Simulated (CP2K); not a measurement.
Crystal: TiO2 (Anatase).

```
Ti O
1.0
     5.45820    0.00000    0.00000
     2.83460    4.66444    0.00000
    -4.14640   -2.33222    2.67583
Ti O
2 4
Direct
  0.75000 0.25000 0.50000
  0.00000 0.00000 0.00000
  0.79190 0.79190 0.00000
  0.54190 0.04190 0.50000
  0.95810 0.45810 0.50000
  0.20810 0.20810 0.00000
```

Base run:

- Program: CP2K 2026.2
- Functional: PBE
- Potentials or basis: POTENTIAL_UZH Ti GTH-PBE-q12, O GTH-PBE-q6; TZVP-MOLOPT-PBE-GTH basis
- Density cutoff: 8163 eV
- k mesh: 10 × 10 × 10
- Occupations: fermi-dirac, width 0.05 eV
- Spin: no spin polarisation

Its results: band gap on the k mesh 2.31 eV, indirect (least direct gap 2.46 eV); pressure 6.0 GPa; largest force 0.131 eV/Å.

**Question.** The run is repeated on the same cell with these changes: functional from PBE to PBEsol; eps_default from 1.0E-9 to 1.0E-10. What comes out?

**Answer.** Band gap on the k mesh 2.29 eV, indirect (least direct gap 2.43 eV); pressure 0.4 GPa; largest force 0.054 eV/Å.

Caveats: the mesh misses the band edges, which the band path finds closer together; the basis of atomic orbitals isn't converged, which shifts pressures, moduli and gaps; the potentials were made for another functional, which shifts forces and pressure (some runs).

Not every run made on this cell is shown here.
